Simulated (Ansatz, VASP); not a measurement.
**Two plane-wave programs on Hf**

File INCAR:

```
  PREC = Accurate
  ENCUT = 500
  EDIFF = 1E-6
  ISMEAR = 0
  SIGMA = 0.02
  LREAL = F
  LASPH = T
  NELM = 100
  ALGO = Normal
  ISIF = 2
  LWAVE = F
  LCHARG = F
  GGA = RP
```

The input KPOINTS:

```
Automatic mesh
0
Gamma
  10 10 10
```

The input POSCAR:

```
Hf
1.0
   -1.8050000000      1.8050000000      1.8050000000
    1.8050000000     -1.8050000000      1.8050000000
    1.8050000000      1.8050000000     -1.8050000000
Hf
1
Direct
    0.0000000000      0.0000000000      0.0000000000
```

File input.yaml:

```yaml
crystal:
  lattice:
    - [-1.805, 1.805, 1.805]
    - [1.805, -1.805, 1.805]
    - [1.805, 1.805, -1.805]
  atoms:
    - { symbol: Hf, position: [0.0, 0.0, 0.0] }
hamiltonian:
  xc: rpbe
  pseudopotentials: { kind: paw }
kpoints:
  mp_grid: { grid: [10, 10, 10] }
scf:
  occupations: { method: gaussian, width: 0.02 }
output:
  forces: true
  stress: true
  eigenvalues: true
  write_density: true
  write_potential: true
  elf: true
  volumetric_format: npy
```

This isn't the form of Hf at room conditions, which is hcp.

Alike in both runs: task single point; functional RPBE; k mesh 10 × 10 × 10; occupations gaussian, width 0.02 eV; no spin polarisation.

```csv
,VASP,Ansatz
version,VASP 6.6.1,Ansatz 0.2.0
potentials or method,"VASP PAW PBE potentials, release 64 (Hf)",Ansatz PAW
plane-wave cutoff (eV),500,420
valence electrons in the cell,4,26
```

VASP gave:

```
gap on the k mesh at the Fermi level (eV) : none
pressure (GPa)                            : -3.9
```

Task: What did Ansatz give for the same quantities?

Result: gap on the k mesh at the Fermi level (eV): none; pressure (GPa): -2.4.

A gap of «none» marks a metal or a gap that the smearing closes. The two sets of potentials don't hold the same shells in valence.

Caveats: the PAW data sets were made with another functional, which shifts forces and pressure a little (VASP); the PAW data sets come from PBE, with cores solved anew for the run's functional, which leaves a small shift of forces and pressure (Ansatz). Spin-orbit coupling is left out, which matters for the levels of Hf.
